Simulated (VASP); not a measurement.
# KCl in VASP 6.6.1, single-point calculation

INCAR

```
SIGMA = 0.02
NBANDS = 15
NSW = 0
EDIFF = 1E-7
ENCUT = 520
LCHARG = .FALSE.
LWAVE = .FALSE.
LREAL = .FALSE.
PREC = Accurate
ISMEAR = -1
GGA = PE
IBRION = -1
ISIF = 2
NELM = 82
LASPH = .TRUE.
```

KPOINTS

```
KPOINTS created by Atomic Simulation Environment
0
Gamma
1 1 1
0 0 0
```

POSCAR

```
K  Cl
 1.0000000000000000
    -0.0233818855000000    3.4839009448999998    3.4839009448999998
     3.4839009448999998   -0.0233818855000000    3.4839009448999998
     3.4839009448999998    3.4839009448999998   -0.0233818855000000
 K   Cl
   1   1
Cartesian
 -0.0055528556104242 -0.0055528556104242 -0.0055528556104242
  1.7416578566854239  1.7416578566854239  1.7416578566854242
```

The recommended PBE PAW datasets give the neutral cell 16 valence electrons.

Command

```
mpirun -np 1 vasp_std
```

OSZICAR

```
N       E                     dE             d eps       ncg     rms          rms(c)
DAV:   1     0.111424148850E+03    0.11142E+03   -0.66509E+03    30   0.910E+02
DAV:   2    -0.120989941335E+00   -0.11155E+03   -0.10483E+03    37   0.226E+02
DAV:   3    -0.646633117915E+01   -0.63453E+01   -0.63213E+01    44   0.530E+01
DAV:   4    -0.676784634453E+01   -0.30152E+00   -0.30140E+00    53   0.961E+00
DAV:   5    -0.676834462726E+01   -0.49828E-03   -0.49828E-03    44   0.449E-01    0.317E+00
DAV:   6    -0.614578510805E+01    0.62256E+00   -0.94174E-01    37   0.390E+00    0.232E+00
DAV:   7    -0.608256537435E+01    0.63220E-01   -0.29700E-01    44   0.235E+00    0.156E+00
DAV:   8    -0.611138254412E+01   -0.28817E-01   -0.28693E-02    38   0.119E+00    0.439E-01
DAV:   9    -0.611168135876E+01   -0.29881E-03   -0.37051E-03    44   0.277E-01    0.208E-01
DAV:  10    -0.611156286821E+01    0.11849E-03   -0.59525E-04    30   0.194E-01    0.279E-02
DAV:  11    -0.611151988023E+01    0.42988E-04   -0.16811E-05    52   0.285E-02    0.887E-03
DAV:  12    -0.611151574729E+01    0.41329E-05   -0.21035E-06    37   0.135E-02    0.227E-03
DAV:  13    -0.611151565860E+01    0.88689E-07   -0.43681E-08    36   0.150E-03
   1 F= -.61115157E+01 E0= -.61115157E+01  d E =-.217787E-10
```

Standard output (part)

```
POSCAR found type information on POSCAR K Cl
 POSCAR found :  2 types and       2 ions
 LDA part: xc-table for (Slater+PW92), standard interpolation
 POSCAR, INCAR and KPOINTS ok, starting setup
 WAVECAR not read
 entering main loop
```

It converged. Results: gap between bands v and c on the k mesh 4.45 eV; least direct gap on the k mesh 4.45 eV; pressure 0.2 GPa; largest force 0.04 eV/Å. Band v is the last that the valence electrons fill when counted band by band, and c is the next.

Task: Find the fault in these files.

Result: One k point for a small cell. On sound settings PBE gives a gap of 4.79 eV on its mesh and a pressure of 0.4 GPa for the intended cell. This run's energy (σ→0) differs from it by 252 meV an atom.
